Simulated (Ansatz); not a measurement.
# Cobalt, hcp under PBE: testing the plane-wave cutoff, part 2 of 2

Aim: find which plane-wave cutoff is enough for energy and pressure and moments. The geometry was relaxed under PBE beforehand and stays fixed; 9 values are run, from 150 to 800 eV. Wanted are the values from which on the energy stays within 10 and 1 meV/atom, and the pressure within 0.5 GPa, of the last run. Within the series other settings stay, but some runs also write fields, which adds to their time. The moments start as that relaxation left them.

Ansatz 0.2.0; DFT PBE, plane waves with PAW, scalar-relativistic.

### Step 7. Cutoff 350 eV

The run at 350 eV.

The input, input.yaml:

```yaml
crystal:
  lattice:
    - [2.4935221926, 0.0, 0.0]
    - [-1.2467610963, 2.1594535637, 0.0]
    - [0.0, 0.0, 4.0277844638]
  atoms:
    - { symbol: Co, position: [0.3333333333, 0.6666666667, 0.25], spin: 1.69 }
    - { symbol: Co, position: [0.6666666667, 0.3333333333, 0.75], spin: 1.69 }
hamiltonian:
  xc: pbe
  pseudopotentials:
    kind: paw
    azcp:
      Co: "pseudopotentials/Co.paw.azcp"
basis:
  ecutwfc: 350
  fft_grid_basis: typed
kpoints:
  mp_grid: { grid: [14, 14, 8], shift: [0, 0, 0] }
magnetization:
  spin_polarized: true
scf:
  occupations: { method: fermi_dirac, width: 0.05 }
  lower_state_search: "off"
output:
  stress: true
  write_density: true
  write_potential: true
  elf: true
  volumetric_format: npy
```

Command:

```sh
$ ansatz run input.yaml --threads 1 --pin off --max-ram 3584MiB --backend cpu --events-out ev --progress --plain --runs-dir out
```

What it wrote, cut to the lines that bear on the results:

```text
Warning: basis.ecutwfc = 350 eV is below the records' recommended 420 eV, and the density's cutoff is lower with it unless basis.ecutrho_ratio is high enough to keep the records' density cutoff: compare with a run at a higher cutoff
[...]
Pseudopotentials: kind: paw
Pseudopotential: Co, paw, valence charge 17, recommended cutoff 420 eV (normal), <dir>
Functional definition: PBE
[...]
Crystal: 2 atoms, lattice volume = 21.688 Å³
Basis set: ecut = 350 eV, 313 PW (Γ)
Bands: 23, of which v1, the nominal top of the filled ones, is band 17 counted from 1 (16 counted from 0)
Symmetry: 24 space group operations
Space group: P63/mmc (ITA 194), of the structure as read, at distance tolerance 2.8e-5 Å
Magnetic group: BNS 194.263 (UNI 1493), of the structure as read, at distance tolerance 2.8e-5 Å
k-points: 120 of 1568
[...]
Starting moments: Σ|m| = 3.38 μB on 2 of 2 sites
[...]
SCF iter  10: F=-10252.215278 eV  HF=-10252.215278 eV  |F-HF|=6.97e-10  |Δ(HF+E_count)|=   9.41e-7  Δρ=8.61e-6 (↑2.81e-6 ↓8.61e-6)  dr2=2.91e-9  dr2_m=6.32e-9  M=3.170 μB ∫|m|=3.503 μB  ethr=2.94e-10  ⟨swp⟩=8.3  Hψ=33459  notcnv=0
[...]
SCF converged after 10 iterations
Magnetization: 3.1701 μB (18.5850 up, 15.4150 down)
Absolute magnetization: 3.5047 μB (∫|ρ↑−ρ↓|, with the PAW one-centre terms)
Spin contamination: 0.0565 ħ² per cell (⟨S²⟩ above its minimum at these occupations)
Per-site moments (μB) at R_I (Å): [(1.6617895480861768, 1.0211614668263853), (1.6617895480861764, 1.0211614668263853)]
Free energy (F): -10252.215278 eV
[...]
E sigma→0 (E₀):  -10252.207172 eV
Entropy (-TS):   -0.016211 eV (-8.106 meV/atom)
Fermi energy:    18.676144 eV
[...]
--- Stress (GPa, compression-positive) ---
       -0.285367       0.000000       0.000000
        0.000000      -0.285367       0.000000
        0.000000       0.000000      -0.310390
  P = ⅓ Tr σ = -0.2937 GPa (-2.937 kbar)
--- Band table (eV; the first three rows and the last of 240) ---
[... band rows left out ...]
[...]
```

Wall time 12 s (1 thread of Intel Xeon Platinum 8259CL at 2.50GHz (Skylake/Cascade Lake), shared host); peak memory 0.46 GiB.

### Step 8. Cutoff 420 eV

The run at 420 eV.

input.yaml: that of step 7 with these lines changed.

```diff
@@ -15,3 +15,3 @@
 basis:
-  ecutwfc: 350
+  ecutwfc: 420
   fft_grid_basis: typed
@@ -26,5 +26 @@
   stress: true
-  write_density: true
-  write_potential: true
-  elf: true
-  volumetric_format: npy
```

Command:

```sh
$ ansatz run input.yaml --threads 1 --pin off --max-ram 3584MiB --backend cpu --events-out ev --progress --plain --runs-dir out
```

What it wrote, cut to the lines that bear on the results:

```text
[...]
[... 3 set-up lines as earlier in the session ...]
[...]
Crystal: 2 atoms, lattice volume = 21.688 Å³
Basis set: ecut = 420 eV, 403 PW (Γ)
Bands: 23, of which v1, the nominal top of the filled ones, is band 17 counted from 1 (16 counted from 0)
[... 2 set-up lines as earlier in the session ...]
Magnetic group: BNS 194.263 (UNI 1493), of the structure as read, at distance tolerance 2.8e-5 Å
k-points: 120 of 1568
[...]
Starting moments: Σ|m| = 3.38 μB on 2 of 2 sites
[...]
SCF iter   1: F=—  HF=-10252.194676 eV  |F-HF|=—  |Δ(HF+E_count)|=         —  Δρ=5.33e-2 (↑1.47e-2 ↓5.33e-2)  dr2=2.49e-1  dr2_m=1.94e-1  M=3.108 μB ∫|m|=3.184 μB  β_m=1.00  ethr=7.32e-4  ⟨swp⟩=1.0  Hψ=28332  notcnv=0
[...]
SCF iter  14: F=-10252.306067 eV  HF=-10252.306067 eV  |F-HF|=9.95e-10  |Δ(HF+E_count)|=   1.28e-7  Δρ=2.89e-6 (↑2.29e-6 ↓2.89e-6)  dr2=1.41e-10  dr2_m=1.20e-9  M=3.178 μB ∫|m|=3.515 μB  ethr=2.94e-10  ⟨swp⟩=4.0  Hψ=16242  notcnv=0
[...]
SCF converged after 14 iterations
Magnetization: 3.1776 μB (18.5888 up, 15.4112 down)
Absolute magnetization: 3.5160 μB (∫|ρ↑−ρ↓|, with the PAW one-centre terms)
Spin contamination: 0.0569 ħ² per cell (⟨S²⟩ above its minimum at these occupations)
Per-site moments (μB) at R_I (Å): [(1.6662752522852822, 1.0211614668263853), (1.666275252285282, 1.0211614668263853)]
Free energy (F): -10252.306067 eV
[...]
E sigma→0 (E₀):  -10252.297950 eV
Entropy (-TS):   -0.016234 eV (-8.117 meV/atom)
Fermi energy:    18.708139 eV
[...]
--- Stress (GPa, compression-positive) ---
       -0.027029       0.000000       0.000000
        0.000000      -0.027029       0.000000
        0.000000       0.000000      -0.033990
  P = ⅓ Tr σ = -0.0293 GPa (-0.293 kbar)
```

Wall time 14 s (1 thread of Intel Xeon Platinum 8259CL at 2.50GHz (Skylake/Cascade Lake), shared host); peak memory 0.47 GiB.

### Step 9. Cutoff 500 eV

The run at 500 eV.

input.yaml: that of step 8 with these lines changed.

```diff
@@ -15,3 +15,3 @@
 basis:
-  ecutwfc: 420
+  ecutwfc: 500
   fft_grid_basis: typed
```

Command:

```sh
$ ansatz run input.yaml --threads 1 --pin off --max-ram 3584MiB --backend cpu --events-out ev --progress --plain --runs-dir out
```

What it wrote, cut to the lines that bear on the results:

```text
[...]
[... 3 set-up lines as earlier in the session ...]
[...]
Crystal: 2 atoms, lattice volume = 21.688 Å³
Basis set: ecut = 500 eV, 549 PW (Γ)
Bands: 23, of which v1, the nominal top of the filled ones, is band 17 counted from 1 (16 counted from 0)
[... 2 set-up lines as earlier in the session ...]
Magnetic group: BNS 194.263 (UNI 1493), of the structure as read, at distance tolerance 2.8e-5 Å
k-points: 120 of 1568
[...]
Starting moments: Σ|m| = 3.38 μB on 2 of 2 sites
[...]
SCF iter   1: F=—  HF=-10252.200213 eV  |F-HF|=—  |Δ(HF+E_count)|=         —  Δρ=5.40e-2 (↑1.41e-2 ↓5.40e-2)  dr2=2.54e-1  dr2_m=1.94e-1  M=3.108 μB ∫|m|=3.184 μB  β_m=1.00  ethr=7.47e-4  ⟨swp⟩=1.0  Hψ=28697  notcnv=0
[...]
SCF iter  16: F=-10252.311614 eV  HF=-10252.311614 eV  |F-HF|=9.37e-10  |Δ(HF+E_count)|=   2.33e-8  Δρ=1.95e-6 (↑1.13e-6 ↓1.95e-6)  dr2=1.05e-9  dr2_m=5.45e-11  M=3.179 μB ∫|m|=3.516 μB  ethr=2.94e-10  ⟨swp⟩=4.0  Hψ=16558  notcnv=0
[...]
SCF converged after 16 iterations
Magnetization: 3.1786 μB (18.5893 up, 15.4107 down)
Absolute magnetization: 3.5174 μB (∫|ρ↑−ρ↓|, with the PAW one-centre terms)
Spin contamination: 0.0570 ħ² per cell (⟨S²⟩ above its minimum at these occupations)
Per-site moments (μB) at R_I (Å): [(1.6669977146443264, 1.0211614668263853), (1.6669977146443262, 1.0211614668263853)]
Free energy (F): -10252.311614 eV
[...]
E sigma→0 (E₀):  -10252.303491 eV
Entropy (-TS):   -0.016245 eV (-8.123 meV/atom)
Fermi energy:    18.706403 eV
[...]
--- Stress (GPa, compression-positive) ---
       -0.040369       0.000000       0.000000
        0.000000      -0.040369       0.000000
        0.000000       0.000000      -0.048608
  P = ⅓ Tr σ = -0.0431 GPa (-0.431 kbar)
```

Run time: 17 s. Hardware: 1 thread of Intel Xeon Platinum 8259CL at 2.50GHz (Skylake/Cascade Lake), shared host; peak memory 0.49 GiB.

### Step 10. Cutoff 600 eV

The run at 600 eV.

input.yaml: that of step 9 with these lines changed.

```diff
@@ -15,3 +15,3 @@
 basis:
-  ecutwfc: 500
+  ecutwfc: 600
   fft_grid_basis: typed
@@ -26 +26,5 @@
   stress: true
+  write_density: true
+  write_potential: true
+  elf: true
+  volumetric_format: npy
```

Command:

```sh
$ ansatz run input.yaml --threads 1 --pin off --max-ram 3584MiB --backend cpu --events-out ev --progress --plain --runs-dir out
```

What it wrote, cut to the lines that bear on the results:

```text
[...]
[... 3 set-up lines as earlier in the session ...]
[...]
Crystal: 2 atoms, lattice volume = 21.688 Å³
Basis set: ecut = 600 eV, 713 PW (Γ)
Bands: 23, of which v1, the nominal top of the filled ones, is band 17 counted from 1 (16 counted from 0)
[... 2 set-up lines as earlier in the session ...]
Magnetic group: BNS 194.263 (UNI 1493), of the structure as read, at distance tolerance 2.8e-5 Å
k-points: 120 of 1568
[...]
Starting moments: Σ|m| = 3.38 μB on 2 of 2 sites
[...]
SCF iter   1: F=—  HF=-10252.201755 eV  |F-HF|=—  |Δ(HF+E_count)|=         —  Δρ=5.41e-2 (↑1.40e-2 ↓5.41e-2)  dr2=2.55e-1  dr2_m=1.94e-1  M=3.108 μB ∫|m|=3.184 μB  β_m=1.00  ethr=7.51e-4  ⟨swp⟩=1.0  Hψ=28831  notcnv=0
[...]
SCF iter  16: F=-10252.313670 eV  HF=-10252.313670 eV  |F-HF|=2.99e-9  |Δ(HF+E_count)|=   6.23e-8  Δρ=3.34e-6 (↑1.80e-6 ↓3.34e-6)  dr2=3.00e-9  dr2_m=1.54e-10  M=3.179 μB ∫|m|=3.517 μB  ethr=2.94e-10  ⟨swp⟩=6.1  Hψ=32394  notcnv=0
[...]
SCF converged after 16 iterations
Magnetization: 3.1792 μB (18.5896 up, 15.4104 down)
Absolute magnetization: 3.5186 μB (∫|ρ↑−ρ↓|, with the PAW one-centre terms)
Spin contamination: 0.0571 ħ² per cell (⟨S²⟩ above its minimum at these occupations)
Per-site moments (μB) at R_I (Å): [(1.667327493412838, 1.0211614668263853), (1.6673274934128381, 1.0211614668263853)]
Free energy (F): -10252.313670 eV
[...]
E sigma→0 (E₀):  -10252.305545 eV
Entropy (-TS):   -0.016250 eV (-8.125 meV/atom)
Fermi energy:    18.705356 eV
[...]
--- Stress (GPa, compression-positive) ---
       -0.064514       0.000000       0.000000
        0.000000      -0.064514       0.000000
        0.000000       0.000000      -0.078542
  P = ⅓ Tr σ = -0.0692 GPa (-0.692 kbar)
--- Band table (eV; the first three rows and the last of 240) ---
[... band rows left out ...]
[...]
```

Run time: 25 s. Hardware: 1 thread of Intel Xeon Platinum 8259CL at 2.50GHz (Skylake/Cascade Lake), shared host; peak memory 0.53 GiB.

### Step 11. Cutoff 800 eV

The run at 800 eV.

input.yaml: that of step 10 with these lines changed.

```diff
@@ -15,3 +15,3 @@
 basis:
-  ecutwfc: 600
+  ecutwfc: 800
   fft_grid_basis: typed
@@ -26,5 +26 @@
   stress: true
-  write_density: true
-  write_potential: true
-  elf: true
-  volumetric_format: npy
```

Command:

```sh
$ ansatz run input.yaml --threads 1 --pin off --max-ram 3584MiB --backend cpu --events-out ev --progress --plain --runs-dir out
```

What it wrote, cut to the lines that bear on the results:

```text
[...]
[... 3 set-up lines as earlier in the session ...]
[...]
Crystal: 2 atoms, lattice volume = 21.688 Å³
Basis set: ecut = 800 eV, 1099 PW (Γ)
Bands: 23, of which v1, the nominal top of the filled ones, is band 17 counted from 1 (16 counted from 0)
[... 2 set-up lines as earlier in the session ...]
Magnetic group: BNS 194.263 (UNI 1493), of the structure as read, at distance tolerance 2.8e-5 Å
k-points: 120 of 1568
[...]
Starting moments: Σ|m| = 3.38 μB on 2 of 2 sites
[...]
SCF iter   1: F=—  HF=-10252.203934 eV  |F-HF|=—  |Δ(HF+E_count)|=         —  Δρ=5.42e-2 (↑1.40e-2 ↓5.42e-2)  dr2=2.58e-1  dr2_m=1.94e-1  M=3.108 μB ∫|m|=3.184 μB  β_m=1.00  ethr=7.58e-4  ⟨swp⟩=1.0  Hψ=28847  notcnv=0
[...]
SCF converged after 16 iterations
an eigenvalue changed by more than its tolerance at an iteration that met the thresholds in force, so the SCF went on 1 time: the last check found none over its tolerance
Magnetization: 3.1793 μB (18.5896 up, 15.4104 down)
Absolute magnetization: 3.5191 μB (∫|ρ↑−ρ↓|, with the PAW one-centre terms)
Spin contamination: 0.0571 ħ² per cell (⟨S²⟩ above its minimum at these occupations)
Per-site moments (μB) at R_I (Å): [(1.6673504762839033, 1.0211614668263853), (1.6673504762839026, 1.0211614668263853)]
Free energy (F): -10252.314788 eV
[...]
E sigma→0 (E₀):  -10252.306662 eV
Entropy (-TS):   -0.016251 eV (-8.126 meV/atom)
Fermi energy:    18.705691 eV
[...]
--- Stress (GPa, compression-positive) ---
       -0.067828       0.000000       0.000000
        0.000000      -0.067828       0.000000
        0.000000       0.000000      -0.082501
  P = ⅓ Tr σ = -0.0727 GPa (-0.727 kbar)
```

Run time: 37 s. Hardware: 1 thread of Intel Xeon Platinum 8259CL at 2.50GHz (Skylake/Cascade Lake), shared host; peak memory 0.59 GiB.

### Step 12. All values side by side

Energies count from the run at 800 eV.

```tsv
cutoff (eV)	plane waves at Γ	E(σ → 0) (meV/atom)	P (GPa)	largest moment (μB)	SCF cycles	CPU time
150	99	103540.49	112.23	0.000	14	6 s
200	135	22029.88	-67.23	1.659	13	7.6 s
250	197	4331.88	20.67	1.674	13	9.1 s
300	263	570.43	5.52	1.637	12	7 s
350	313	49.74	-0.29	1.662	10	12 s
420	403	4.36	-0.03	1.666	14	13 s
500	549	1.59	-0.04	1.667	16	17 s
600	713	0.56	-0.07	1.667	16	25 s
800	1099	0.00	-0.07	1.667	16	37 s
```

### Step 13. Results

What follows sums up all 2 parts.

| quantity | value |
| --- | --- |
| E(σ → 0) stays within 10 meV/atom of 800 eV | from 420 eV on |
| E(σ → 0) stays within 1 meV/atom | from 600 eV on |
| pressure stays within 0.5 GPa | from 350 eV on |
| pressure at 800 eV | -0.07 GPa |
| CPU time, dearest over cheapest | 6.1 |
| run at the usual settings (mesh 24×24×13 against the series' 14×14×8, 420 eV) | +1.3 meV/atom from 800 eV, 0.35 GPa |

In words: At 150 eV the energy differs by +103540 meV/atom and the pressure by +112.3 GPa. The energy falls at each step up in cutoff, as the variational principle asks. 1 meV/atom is reached at 600 eV; energy differences often converge earlier, as errors cancel. The largest moment goes from 1.67 μB at 800 eV to 0.00 μB at 150 eV.
